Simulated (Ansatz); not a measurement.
What moves the field gradients of Si3N4?

Cell of run 1: a structure deposited in the COD, taken as it stands.

```cif
data_Si3N4
_symmetry_space_group_name_H-M 'P6_3'
_symmetry_Int_Tables_number 173
_cell_length_a 7.5950
_cell_length_b 7.5950
_cell_length_c 2.9023
_cell_angle_alpha 90.000
_cell_angle_beta 90.000
_cell_angle_gamma 120.000
loop_
_atom_site_label
_atom_site_type_symbol
_atom_site_symmetry_multiplicity
_atom_site_Wyckoff_symbol
_atom_site_fract_x
_atom_site_fract_y
_atom_site_fract_z
Si Si 6 c 0.7687 0.1744 0.2500
N7 N 6 c 0.0297 0.3295 0.2650
N13 N 2 b 0.3333 0.6667 0.2344
```

One atom of each set is listed.

Relaxed positions (PBE, cell held):

Si (0.7673, 0.1736, 0.3256)
N7 (0.0294, 0.3297, 0.3257)
N13 (0.3333, 0.6667, 0.8255)

All runs are DFT with Ansatz 0.2.0 (plane waves and PAW, scalar-relativistic unless spin–orbit coupling is named, Γ-centred meshes, Fermi–Dirac smearing where given) in this cell.

Run 1: PBE, gradients read without the response of the cores, atoms as given; 420 eV, 4×4×10 k-points, smearing 0.02 eV.
Run 2: PBE, gradients read without the response of the cores, atoms relaxed; 420 eV, 4×4×10 k-points, smearing 0.02 eV.
Run 3: r2SCAN, gradients read without the response of the cores, at the relaxed atoms; 500 eV, 4×4×10 k-points, smearing 0.02 eV.

```json
{"run": "1", "Si V_zz (η)": "5.50 (0.43)", "N7 V_zz (η)": "-4.91 (0.33)", "N13 V_zz (η)": "4.94 (0.00)"}
{"run": "2", "Si V_zz (η)": "0.91 (0.27)", "N7 V_zz (η)": "-5.10 (0.07)", "N13 V_zz (η)": "-5.03 (0.00)"}
{"run": "3", "Si V_zz (η)": "?", "N7 V_zz (η)": "?", "N13 V_zz (η)": "?"}
```

V_zz in 10²¹ V/m².

(1) Estimate the row of run 3.

Answers

(1) Si: 0.91 (0.24); N7: -5.12 (0.07); N13: -5.13 (0.00). It lies nearest to run 2, from whose tensors on these sites it differs by 0.10 at most (largest principal value of the difference, on N13). Taken one at a time, the positions of the atoms (as given or relaxed) move the tensors on these sites by up to 9.97 (largest principal value of the change, on N13), the functional (r2SCAN with its higher cutoff) by 0.10 (N13). On some sites the largest principal value moves to another axis from run to run, and the sign of V_zz can flip with it.

In run 1 the atoms aren't at the calculated equilibrium (largest force 2.5 eV/Å). The cell isn't the equilibrium one in runs 1, 2 (calculated pressure -2, 6 GPa, with larger principal stresses), and the entry's cell may itself be off.
